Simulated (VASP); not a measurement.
Runs of VASP 6.6.1 on GaP. Symmetry: F-43m, No. 216, cubic system. Conventional cell: a = 5.451 Å, b = 5.451 Å, c = 5.451 Å, α = 90.00°, β = 90.00°, γ = 90.00°. Ga (site symmetry -43m) has 4 P at 2.36 Å as nearest neighbours. P (site symmetry -43m) has 4 Ga at 2.36 Å as nearest neighbours. 

| task | level | spin | cell | k mesh | cutoff (eV) | grid for exact exchange (PRECFOCK) | mesh quality | gap on the mesh (eV) | pressure (GPa) |
| --- | --- | --- | --- | --- | --- | --- | --- | --- | --- |
| band structure | LMBJ | off | as given | 8 × 8 × 8 | 520 | - | not flagged | 2.41 | - |
| band structure | TB-mBJ | off | as given | 8 × 8 × 8 | 520 | - | not flagged | 2.43 | - |
| band structure | LAK | off | as given | 8 × 8 × 8 | 520 | - | not flagged | 2.28 | 3.5 |
| relaxation of cell and atoms | HSEsol | off | relaxed | 4 × 4 × 4 | 600 | Fast | coarse | (b) | 0.0 |
| band structure | HSEsol | off | as given | 4 × 4 × 4 | 520 | Fast | coarse | 2.22 | (a) |

Alike in all rows: potentials or basis VASP PAW PBE potentials, release 64 (Ga_d, P); smearing fermi-dirac 0.05 eV.

Q: Fill in the values left out.

A: (a) -1.2; (b) 2.19.

Caveats: some runs use coarse meshes; the PAW data sets were made with another functional, which shifts forces and pressure a little; the mesh misses the band edges, which the band path finds closer together (some runs).

A k mesh can miss the band edges, and the runs leave out spin-orbit coupling on Ga.

Runs at the PBE level aren't shown here.
